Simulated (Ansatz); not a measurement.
# Sc2CS2 MXene monolayer in a perpendicular field, part 4 of 4

What dipole does a perpendicular field induce in the Sc2CS2 MXene monolayer? A positive field points along +c.

Ansatz 0.2.0; plane-wave DFT, PBE-D3(BJ), Ansatz PAW (the session's first sound run).

So far. Step 13 (Same geometry, cutoff 420 eV, functional LDA (run 2)): The dipole is -0.0436 e·Å. Step 14 (Response at this level): The induced dipole is that of a conductor 7.58 Å thick.

## 15. Same geometry, cutoff 420 eV, functional PBE

This step: plane-wave DFT, PBE, Ansatz PAW (Ansatz 0.2.0).

The geometry is kept and the functional is PBE; other changes against the main runs: SCF threshold 1.0e-10 → 1.0e-09 eV, k-mesh 18×18×1 → 6×6×1 and no dispersion term, which doesn't act on the electrons.

input.yaml reads:

```yaml
crystal:
  lattice:
    - [3.4659486428, 0.0, 0.0]
    - [-1.7329743214, 3.0015995728, 0.0]
    - [0.0, 0.0, 23.5984748336]
  atoms:
    - { symbol: S, position: [0.3333333333, 0.6666666667, 0.3813805792] }
    - { symbol: Sc, position: [0.6666666667, 0.3333333333, 0.4434944099] }
    - { symbol: C, position: [0.0, 0.0, 0.5] }
    - { symbol: Sc, position: [0.3333333333, 0.6666666667, 0.5565055901] }
    - { symbol: S, position: [0.6666666667, 0.3333333333, 0.6186194208] }
kpoints:
  mp_grid: { grid: [6, 6, 1] }
hamiltonian:
  xc: pbe
scf:
  occupations: { method: fermi_dirac, width: 0.05 }
  convergence: { dr2_threshold: 1.0e-09 }
efield:
  axis: 3
  dipole_correction: true
  ramp_position: 0.97
  ramp_width: 0.06
  amplitude: 0.1
output:
  write_potential: true
  write_density: true
  volumetric_format: npy
```

Command:

```console
ansatz run input.yaml --threads 4 --pin off --max-ram 6144MiB --backend cpu --events-out ev --progress --plain --runs-dir out
```

Numbers of over 12 decimals in the logs are rounded to 6 here.

Log:

```text
[...]
Crystal: 5 atoms, lattice volume = 245.504 Å³
Basis set: ecut = 420 eV, 4801 PW (Γ)
Bands: 24, of which v1, the nominal top of the filled ones, is band 19 counted from 1 (18 counted from 0)
Symmetry: 6 space group operations
k-points: 7 of 36 (time reversal used)
[...]
k-point 0: bands = [... 15 lower, -1.9776, -1.9776, -1.1619, -0.4470, -0.4470, 1.3190, 1.3190, 1.6521, ... 1 higher]
  k-point 1: bands = [... 15 lower, -2.5740, -2.0836, -1.9124, -1.0669, -1.0606, 0.9760, 1.8645, 2.1329, ... 1 higher]
  k-point 2: bands = [... 15 lower, -2.7043, -2.4540, -2.3273, -1.6837, -1.5677, 0.3032, 2.1948, 2.5336, ... 1 higher]
  k-point 6: bands = [... 15 lower, -3.2331, -3.2314, -2.5822, -2.5704, -2.3924, 2.2159, 2.2175, 2.2526, ... 1 higher]
[key lines of the parts left out:]
SCF converged after 11 iterations
Free energy (F): -6330.453854 eV
Fermi energy:    -1.793709 eV
Dipole field:    D = 0.032039 V/Å  (p = 0.043469 e·Å, saw-weighted, corrected)
```

The job ended after 1.9 s (4 threads of Intel Xeon Platinum 8259CL at 2.50GHz (Skylake/Cascade Lake), shared host; peak memory 0.69 GiB).

The dipole is 0.0435 e·Å.

## 16. Same geometry, cutoff 420 eV, functional PBE (run 2)

The same run in the opposite field.

Edit input.yaml of step 15 so:

```diff
@@ -23,3 +23,3 @@
   ramp_width: 0.06
-  amplitude: 0.1
+  amplitude: -0.1
 output:
```

Log:

```text
[...]
Crystal: 5 atoms, lattice volume = 245.504 Å³
Basis set: ecut = 420 eV, 4801 PW (Γ)
Bands: 24, of which v1, the nominal top of the filled ones, is band 19 counted from 1 (18 counted from 0)
Symmetry: 6 space group operations
k-points: 7 of 36 (time reversal used)
[...]
k-point 0: bands = [... 15 lower, -1.9776, -1.9776, -1.1619, -0.4470, -0.4470, 1.3190, 1.3190, 1.6521, ... 1 higher]
  k-point 1: bands = [... 15 lower, -2.5740, -2.0836, -1.9124, -1.0669, -1.0606, 0.9760, 1.8645, 2.1329, ... 1 higher]
  k-point 2: bands = [... 15 lower, -2.7043, -2.4540, -2.3273, -1.6837, -1.5677, 0.3032, 2.1948, 2.5336, ... 1 higher]
  k-point 6: bands = [... 15 lower, -3.2331, -3.2314, -2.5822, -2.5704, -2.3924, 2.2159, 2.2175, 2.2526, ... 1 higher]
[key lines of the parts left out:]
SCF converged after 11 iterations
Free energy (F): -6330.453854 eV
Fermi energy:    -1.793708 eV
Dipole field:    D = -0.032034 V/Å  (p = -0.043462 e·Å, saw-weighted, corrected)
```

Wall time 1.8 s (4 threads); peak memory 0.69 GiB.

The dipole is -0.0435 e·Å.

## 17. Response at this level

This step: plane-wave DFT, PBE, Ansatz PAW; response to a field along the normal, atoms held (Ansatz 0.2.0).

The induced dipole is that of a conductor 7.56 Å thick.

## 18. Same geometry, cutoff 500 eV, functional r2SCAN

This step: plane-wave DFT, r2SCAN, Ansatz PAW (Ansatz 0.2.0).

The geometry is kept and the functional is r2SCAN; other changes against the main runs: SCF threshold 1.0e-10 → 1.0e-09 eV, cutoff 420 → 500, k-mesh 18×18×1 → 6×6×1 and no dispersion term, which doesn't act on the electrons.

Edit input.yaml of step 16 so:

```diff
@@ -14,3 +14,3 @@
 hamiltonian:
-  xc: pbe
+  xc: r2scan
 scf:
@@ -23,3 +23,3 @@
   ramp_width: 0.06
-  amplitude: -0.1
+  amplitude: 0.1
 output:
```

Log:

```text
[...]
Crystal: 5 atoms, lattice volume = 245.504 Å³
Basis set: ecut = 500 eV, 6255 PW (Γ), exchange–correlation on 108×108×720 points (64 copies of the dense FFT grid, shifted against one another)
Bands: 24, of which v1, the nominal top of the filled ones, is band 19 counted from 1 (18 counted from 0)
Symmetry: 6 space group operations
k-points: 7 of 36 (time reversal used)
[...]
k-point 0: bands = [... 15 lower, -2.2509, -2.2509, -1.3629, -0.6706, -0.6706, 1.4161, 1.4161, 1.7780, ... 1 higher]
  k-point 1: bands = [... 15 lower, -2.8531, -2.3649, -2.1497, -1.2913, -1.2655, 1.0760, 1.9783, 2.2596, ... 1 higher]
  k-point 2: bands = [... 15 lower, -3.0148, -2.7244, -2.6200, -1.9218, -1.8308, 0.3845, 2.3336, 2.6689, ... 1 higher]
  k-point 6: bands = [... 15 lower, -3.5390, -3.5369, -2.8832, -2.8708, -2.6571, 2.3534, 2.3550, 2.3884, ... 1 higher]
[key lines of the parts left out:]
SCF converged after 11 iterations
Free energy (F): -6348.955238 eV
Fermi energy:    -2.039841 eV
Dipole field:    D = 0.031909 V/Å  (p = 0.043293 e·Å, saw-weighted, corrected)
```

Wall time 4.8 s (4 threads); peak memory 1.2 GiB.

The dipole is 0.0433 e·Å.

## 19. Same geometry, cutoff 500 eV, functional r2SCAN (run 2)

The same run in the opposite field.

Edit input.yaml of step 18 so:

```diff
@@ -23,3 +23,3 @@
   ramp_width: 0.06
-  amplitude: 0.1
+  amplitude: -0.1
 output:
```

Log:

```text
[...]
Crystal: 5 atoms, lattice volume = 245.504 Å³
Basis set: ecut = 500 eV, 6255 PW (Γ), exchange–correlation on 108×108×720 points (64 copies of the dense FFT grid, shifted against one another)
Bands: 24, of which v1, the nominal top of the filled ones, is band 19 counted from 1 (18 counted from 0)
Symmetry: 6 space group operations
k-points: 7 of 36 (time reversal used)
[...]
k-point 0: bands = [... 15 lower, -2.2509, -2.2509, -1.3629, -0.6706, -0.6706, 1.4161, 1.4161, 1.7780, ... 1 higher]
  k-point 1: bands = [... 15 lower, -2.8531, -2.3649, -2.1497, -1.2913, -1.2655, 1.0760, 1.9783, 2.2596, ... 1 higher]
  k-point 2: bands = [... 15 lower, -3.0148, -2.7244, -2.6200, -1.9218, -1.8308, 0.3845, 2.3336, 2.6689, ... 1 higher]
  k-point 6: bands = [... 15 lower, -3.5390, -3.5369, -2.8832, -2.8708, -2.6571, 2.3534, 2.3550, 2.3884, ... 1 higher]
[key lines of the parts left out:]
SCF converged after 11 iterations
Free energy (F): -6348.955238 eV
Fermi energy:    -2.039840 eV
Dipole field:    D = -0.031908 V/Å  (p = -0.043291 e·Å, saw-weighted, corrected)
```

Run time: 4.8 s. Hardware: 4 threads; peak memory 1.2 GiB; 18 s of CPU time.

The dipole is -0.0433 e·Å.

## 20. Response at this level

This step: plane-wave DFT, r2SCAN, Ansatz PAW; response to a field along the normal, atoms held (Ansatz 0.2.0).

The induced dipole is that of a conductor 7.53 Å thick.

## 21. Same geometry, cutoff 420 eV, functional HSE06

This step: plane-wave DFT, HSE06, Ansatz PAW (Ansatz 0.2.0).

The geometry is kept and the functional is HSE06; other changes against the main runs: SCF threshold 1.0e-10 → 1.0e-09 eV, k-mesh 18×18×1 → 6×6×1 and no dispersion term, which doesn't act on the electrons.

Edit input.yaml of step 19 so:

```diff
@@ -14,3 +14,3 @@
 hamiltonian:
-  xc: r2scan
+  xc: hse06
 scf:
@@ -23,3 +23,3 @@
   ramp_width: 0.06
-  amplitude: -0.1
+  amplitude: 0.1
 output:
```

Log:

```text
[...]
Crystal: 5 atoms, lattice volume = 245.504 Å³
Basis set: ecut = 420 eV, 4801 PW (Γ)
Bands: 24, of which v1, the nominal top of the filled ones, is band 19 counted from 1 (18 counted from 0)
Symmetry: 6 space group operations
k-points: 7 of 36 (time reversal used)
[...]
k-point 0: bands = [... 15 lower, -2.5461, -2.5461, -1.3203, -0.7442, -0.7442, 1.9078]
  k-point 1: bands = [... 15 lower, -3.2541, -2.6770, -2.4179, -1.4220, -1.2536, 1.4663]
  k-point 2: bands = [... 15 lower, -3.4167, -3.1012, -2.9654, -2.0945, -2.0701, 0.6615]
  k-point 6: bands = [... 15 lower, -4.0749, -4.0747, -3.3055, -3.2906, -2.9803, 2.8762]
  guard bands above this table: 3 of the run's 24 bands. The solve was not asked for them (output.publish_guard_bands: true or output.eigenvalues: true publishes all)
[key lines of the parts left out:]
Free energy (F): -6331.635248 eV
Fermi energy:    -2.289601 eV
Dipole field:    D = 0.031911 V/Å  (p = 0.043294 e·Å, saw-weighted, corrected)
```

Wall time 33 s (4 threads); peak memory 3.1 GiB.

The dipole is 0.0433 e·Å.

## 22. Same geometry, cutoff 420 eV, functional HSE06 (run 2)

The same run in the opposite field.

Edit input.yaml of step 21 so:

```diff
@@ -23,3 +23,3 @@
   ramp_width: 0.06
-  amplitude: 0.1
+  amplitude: -0.1
 output:
```

Log:

```text
[...]
Crystal: 5 atoms, lattice volume = 245.504 Å³
Basis set: ecut = 420 eV, 4801 PW (Γ)
Bands: 24, of which v1, the nominal top of the filled ones, is band 19 counted from 1 (18 counted from 0)
Symmetry: 6 space group operations
k-points: 7 of 36 (time reversal used)
[...]
--- Band table (eV; the first three rows and the last of 7) ---
  k-point 0: bands = [... 15 lower, -2.5461, -2.5461, -1.3203, -0.7442, -0.7442, 1.9078]
  k-point 1: bands = [... 15 lower, -3.2541, -2.6770, -2.4179, -1.4220, -1.2536, 1.4663]
  k-point 2: bands = [... 15 lower, -3.4167, -3.1012, -2.9654, -2.0945, -2.0701, 0.6615]
  k-point 6: bands = [... 15 lower, -4.0749, -4.0747, -3.3055, -3.2906, -2.9803, 2.8762]
[...]
[key lines of the parts left out:]
Free energy (F): -6331.635248 eV
Fermi energy:    -2.289603 eV
Dipole field:    D = -0.031912 V/Å  (p = -0.043297 e·Å, saw-weighted, corrected)
```

The job ended after 33 s (4 threads; peak memory 3.1 GiB).

The dipole is -0.0433 e·Å.

## 23. Comparing the runs

Times are for 4 threads of Intel Xeon Platinum 8259CL at 2.50GHz (Skylake/Cascade Lake), shared host. Results by setting:

```
no.  functional     field  dipole along the normal (e·Å)   time  memory (GiB)
  1         lda   0.1 V/Å                        0.04355  1.8 s          0.68
  2         lda  -0.1 V/Å                       -0.04356  1.8 s          0.68
  3         pbe   0.1 V/Å                        0.04347  1.9 s          0.69
  4         pbe  -0.1 V/Å                       -0.04346  1.8 s          0.69
  5      r2scan   0.1 V/Å                        0.04329  4.8 s           1.2
  6      r2scan  -0.1 V/Å                       -0.04329  4.8 s           1.2
  7       hse06   0.1 V/Å                        0.04329   33 s           3.1
  8       hse06  -0.1 V/Å                       -0.04330   33 s           3.1
```

## 24. Response at this level

This step: plane-wave DFT, HSE06, Ansatz PAW; response to a field along the normal, atoms held (Ansatz 0.2.0).

The induced dipole is that of a conductor 7.53 Å thick.

## 25. A changed input: efield.ramp_width = 0.04 and efield.amplitude = -0.3

This step: plane-wave DFT, PBE-D3(BJ), Ansatz PAW (Ansatz 0.2.0).

A run with a changed input: it repeats the earlier run at 0.1 V/Å with efield.ramp_width from 0.06 to 0.04 and efield.amplitude from 0.1 to -0.3.

input.yaml, the sections that differ from step 22:

```yaml
kpoints:
  mp_grid: { grid: [18, 18, 1] }
  band_path:
    path: [[0, 0, 0], [0.5, 0, 0], [0.33333333, 0.33333333, 0], [0, 0, 0]]
    npoints: 16
hamiltonian:
  xc: pbe
  dispersion: d3bj
scf:
  occupations: { method: fermi_dirac, width: 0.05 }
  convergence: { dr2_threshold: 1.0e-10 }
efield:
  axis: 3
  dipole_correction: true
  ramp_position: 0.97
  ramp_width: 0.04
  amplitude: -0.3
# crystal, output: as in step 22
```

Log:

```text
[...]
Crystal: 5 atoms, lattice volume = 245.504 Å³
Basis set: ecut = 420 eV, 4801 PW (Γ)
Bands: 24, of which v1, the nominal top of the filled ones, is band 19 counted from 1 (18 counted from 0)
Symmetry: 6 space group operations
k-points: 37 of 324 (time reversal used)
[...]
SCF iter   1: F=—  HF=-6334.232894 eV  |F-HF|=—  |Δ(HF+E_count)|=         —  Δρ=5.07e-2  dr2=1.82e1  ethr=3.10e-3  p=-0.136 e·Å  D=-1.01e-1 V/Å  ΔV_dip=2.37 eV  dr2_dipole=8.82e-3  V_vac-E_F(+/−)=7.27/11.45 eV  ⟨swp⟩=7.6  Hψ=4599  notcnv=0
[...]
SCF iter  12: F=-6331.804666 eV  HF=-6331.804666 eV  |F-HF|=1.46e-11  |Δ(HF+E_count)|=  7.46e-11  Δρ=3.29e-8  dr2=6.34e-12  ethr=1.00e-12  p=-0.130 e·Å  D=-9.62e-2 V/Å  ΔV_dip=2.27 eV  dr2_dipole=1.38e-12  V_vac-E_F(+/−)=4.73/9.02 eV  ⟨swp⟩=2.0  Hψ=1663  notcnv=0
the search or the solves at the SCF's close seem to have found levels that the self-consistency loop had missed (the run counts 1). By its estimate they hold under 1e-12 electrons; where the run keeps them, the occupations were computed again with them
SCF 1 converged in 12 iterations: F = -6331.804666 eV  dr2 = 6.34e-12
[...]
SCF converged after 12 iterations
Free energy (F): -6331.804666 eV
[...]
Internal energy: -6331.774673 eV  (E = F + TS)
E sigma→0 (E₀):  -6331.789670 eV
Entropy (-TS):   -0.029993 eV (-5.999 meV/atom)
Fermi energy:    -1.846996 eV
Dipole field:    D = -0.096154 V/Å  (p = -0.130457 e·Å, saw-weighted, corrected)
Work function:   not extracted (applied field tilts the vacuum); planar V_es + V_field profile in the machine report
[...]
--- Band table (eV; the first three rows and the last of 37) ---
  k-point 0: bands = [... 15 lower, -2.0407, -2.0407, -1.2054, -0.5081, -0.5081, 1.2474, 1.2474, 1.5771, ... 1 higher]
  k-point 1: bands = [... 15 lower, -2.2479, -2.0523, -1.1146, -0.7545, -0.6139, 1.2524, 1.3500, 1.6303, ... 1 higher]
  k-point 2: bands = [... 15 lower, -2.6527, -2.0876, -1.3264, -1.0368, -0.8574, 1.1293, 1.5718, 1.8241, ... 1 higher]
  k-point 36: bands = [... 15 lower, -3.2954, -3.2908, -2.6520, -2.6169, -2.4346, 2.1445, 2.1487, 2.1867, ... 1 higher]
```

Elapsed: 10 s, on 4 threads; peak memory 0.83 GiB; 39 s of CPU time.

This step gave:

* energy at zero smearing: -6331.7897 eV
* dipole along the normal: -0.1305 e·Å

Electronic bands along the path, in eV, zero at the Fermi level:

```
  point  band 16  band 17  band 18  band 19  band 20  band 21  band 22  band 23
      Γ    -0.19    -0.19     0.64     1.34     1.34     3.09     3.09     3.42
halfway    -0.90    -0.51    -0.42     0.39     0.43     2.39     3.96     4.08
      M    -1.03    -0.99    -0.64    -0.14     0.17     1.82     3.83     4.78
halfway    -1.30    -1.18    -0.75    -0.74    -0.32     2.73     4.28     4.54
      K    -1.45    -1.44    -0.81    -0.77    -0.59     3.99     4.00     4.03
halfway    -0.93    -0.70    -0.40    -0.30     0.24     3.18     3.20     4.41
      Γ    -0.19    -0.19     0.64     1.34     1.34     3.09     3.09     3.42
```

```
                     quantity  this run  earlier run  difference
dipole along the normal (e·Å)   -0.1305      0.04348       -0.17
```

The applied field differs, and the slope found earlier predicts a dipole of -0.130 e·Å; this run gives -0.130 e·Å, in line with it.

## 26. Varying the input

Another changed input: it repeats the earlier run at 0.1 V/Å with efield.dipole_correction from true to false and efield.amplitude from 0.1 to 0.05.

Edit input.yaml of step 25 so:

```diff
@@ -24,6 +24,6 @@
   axis: 3
-  dipole_correction: true
+  dipole_correction: false
   ramp_position: 0.97
-  ramp_width: 0.04
-  amplitude: -0.3
+  ramp_width: 0.06
+  amplitude: 0.05
 output:
```

Log:

```text
[...]
Crystal: 5 atoms, lattice volume = 245.504 Å³
Basis set: ecut = 420 eV, 4801 PW (Γ)
Bands: 24, of which v1, the nominal top of the filled ones, is band 19 counted from 1 (18 counted from 0)
Symmetry: 6 space group operations
k-points: 37 of 324 (time reversal used)
[...]
SCF iter   1: F=—  HF=-6331.808965 eV  |F-HF|=—  |Δ(HF+E_count)|=         —  Δρ=4.06e-3  dr2=5.80e-1  ethr=1.77e-3  p=-0.000 e·Å  V_vac-E_F(+/−)=7.81/6.75 eV  ⟨swp⟩=6.5  Hψ=4492  notcnv=0
[...]
SCF iter  10: F=-6331.785899 eV  HF=-6331.785899 eV  |F-HF|=7.09e-11  |Δ(HF+E_count)|=   1.18e-9  Δρ=1.35e-7  dr2=6.82e-11  ethr=1.00e-12  p=0.032 e·Å  V_vac-E_F(+/−)=7.32/6.31 eV  ⟨swp⟩=2.8  Hψ=3181  notcnv=0
SCF 1 converged in 10 iterations: F = -6331.785899 eV  dr2 = 6.82e-11
[...]
SCF converged after 10 iterations
Free energy (F): -6331.785899 eV
[...]
Internal energy: -6331.755906 eV  (E = F + TS)
E sigma→0 (E₀):  -6331.770903 eV
Entropy (-TS):   -0.029993 eV (-5.999 meV/atom)
Fermi energy:    -1.796781 eV
Dipole field:    D = 0.023577 V/Å  (p = 0.031988 e·Å, saw-weighted)
Work function:   not extracted (applied field tilts the vacuum); planar V_es + V_field profile in the machine report
[...]
--- Band table (eV; the first three rows and the last of 37) ---
  k-point 0: bands = [... 15 lower, -1.9902, -1.9902, -1.1546, -0.4577, -0.4577, 1.2979, 1.2979, 1.6291, ... 1 higher]
  k-point 1: bands = [... 15 lower, -2.1974, -2.0018, -1.0639, -0.7041, -0.5635, 1.3030, 1.4005, 1.6823, ... 1 higher]
  k-point 2: bands = [... 15 lower, -2.6022, -2.0371, -1.2760, -0.9862, -0.8070, 1.1801, 1.6224, 1.8762, ... 1 higher]
  k-point 36: bands = [... 15 lower, -3.2429, -3.2418, -2.5887, -2.5801, -2.3843, 2.1967, 2.1977, 2.2373, ... 1 higher]
```

Run time: 8.8 s. Hardware: 4 threads; peak memory 0.86 GiB; 34 s of CPU time.

```
                     quantity  this run  earlier run  difference
dipole along the normal (e·Å)   0.03199      0.04348      -0.011
```

The applied field differs, and the slope found earlier predicts a dipole of 0.0217 e·Å; this run gives 0.0320 e·Å, 0.010 e·Å more.

With the dipole correction off, the periodic images add a field of their own to the typed one.

These numbers are not those of the isolated slab.

## 27. Summary of results

```json
{"gap without field": "none", "work function, upper face": "6.83 eV", "equivalent conductor thickness, atoms held": "7.56 Å", "equivalent conductor thickness, atoms relaxed": "7.58 Å", "equivalent conductor thickness, LDA": "7.58 Å", "equivalent conductor thickness, PBE": "7.56 Å", "equivalent conductor thickness, r2SCAN": "7.53 Å", "equivalent conductor thickness, HSE06": "7.53 Å"}
```

What this shows: The induced dipole equals that of a perfect conductor 7.56 Å thick, while the outer atoms lie 5.60 Å apart. Across the functionals the thickness runs from 7.53 to 7.58 Å; those runs use a coarser k-mesh, so they are to be compared with each other. There is no gap over 0.03 eV, with or without the field. The main runs have no spin polarisation; a magnetic state could lie lower and would change these results. The MXene's terminations sit over the metal atoms of its far layer; the site over carbon or nitrogen, which some compounds prefer, was not run.

[Logs are printed without paths, hosts, clocks, repeated set-up lines and the standing remarks that a program may print on its own settings, such as how far it seeks lower states.]

[Hosts, paths, dates, database ids (printed as entryN), source tags and the programs' standing remarks are cut or masked in the printed files.]

[Maps of the electrostatic potential energy from Ansatz leave out the sawtooth potential of an applied field or a dipole correction, so their vacuum need not be flat; planar profiles and work functions include it.]
